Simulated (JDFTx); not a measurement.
Crystal: YN.

```xyz
2
Lattice="0.0000 2.4385 2.4385 2.4385 0.0000 2.4385 2.4385 2.4385 0.0000" Properties=species:S:1:pos:R:3 pbc="T T T"
Y     0.0000    0.0000    0.0000
N     2.4385    2.4385    2.4385
```

Base run:

- Program: JDFTx 1.7.0 (patched build)
- Functional: PBE
- Potentials or basis: PseudoDojo-SR-PBE-0.5-standard
- Cutoff: 1143 eV
- Density cutoff: 4572 eV
- k mesh: 9 × 9 × 9
- Occupations: fermi-dirac, width 0.05 eV
- Spin: no spin polarisation

Its results: band gap on the k mesh 0.24 eV, indirect (least direct gap 0.65 eV); pressure 2.9 GPa.

The run is repeated on the same cell with these changes: functional from PBE to PBEsol; potentials or basis from PseudoDojo-SR-PBE-0.5-standard to PseudoDojo-SR-PBEsol-0.4.1-standard with smoothed tails; density cutoff from 4572 eV to 9143 eV. What comes out?

Band gap on the k mesh 0.16 eV, indirect (least direct gap 0.57 eV); pressure -2.1 GPa.

Caveats: an odd mesh through Γ misses points on the zone boundary, where band edges often lie.

Not every run made on this cell is shown here.
